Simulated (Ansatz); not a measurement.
# KBr (zincblende): gap against strain (epitaxial in the xy plane)

Zincblende KBr, relaxed with r2SCAN in the PAW code Ansatz, then strained (epitaxial in the xy plane; changes of length per length, axes as in the cell below) with the atoms relaxed again within the symmetry that is left. Space group F-43m (No. 216), cubic; a = 7.377 Å in the conventional setting, 50.17 Å³ an atom. K has 4 Br at 3.19 Å; Br has 4 K at 3.19 Å. These are computed values for a spin-unpolarised cell that may be hypothetical; none is a measurement.

```
K Br
1.0
     0.00000    3.68830    3.68830
     3.68830    0.00000    3.68830
     3.68830    3.68830    0.00000
K Br
1 1
Direct
  0.00000 0.00000 0.00000
  0.25000 0.25000 0.25000
```

Gaps are the least over each mesh (PBE 6×6×6, r2SCAN 6×6×6, HSE06 4×4×4 when unstrained) and the special points, which keep their unstrained names; stress is the change from the unstrained cell, compression positive.

```csv
strain (%),free normal strain (%),"gap, PBE (eV)","gap, r2SCAN (eV)","gap, HSE06 (eV)","edges, HSE06","in-plane stress, r2SCAN (GPa)","energy rise, r2SCAN (meV/atom)"
-4.87,+8.00,4.216,4.770,5.326,"(0.302, 0.302, -0.385) → Γ",+0.18,2.0
-2.0,+3.66,4.255,4.814,5.365,"(0.271, 0.271, -0.438) → Γ",+0.04,0.2
-1.87,+3.44,4.257,4.815,–,–,+0.03,0.2
-1.13,+2.16,4.267,4.825,–,–,+0.01,0.1
0.0,0.00,4.282,4.841,5.392,"(0, 0.229, -1/4) → Γ",0.00,0.0
+1.22,-2.40,4.266,4.825,5.375,L → Γ,-0.01,0.0
+2.5,-5.27,4.250,4.809,5.359,L → Γ,+0.01,0.0
+2.56,-5.41,4.249,4.808,5.358,L → Γ,+0.01,0.0
```

Between zero and the nearest strains the slope of the HSE06 gap against strain is +0.013 eV per percent for negative and -0.014 for positive strain; it falls either way, as happens when edge states split or other valleys take over.

Spin-orbit coupling is left out.

Where an edge lies off the special points, it is a point of the mesh or the k point where a search put PBE's edge or least direct gap, reused for the other functionals, whose own edges may lie a little apart.

Coordinates of k points refer to the reciprocal vectors of the primitive cell of the runs.

The meshes of the hybrids are coarse, so their gaps aren't converged to the digits shown.
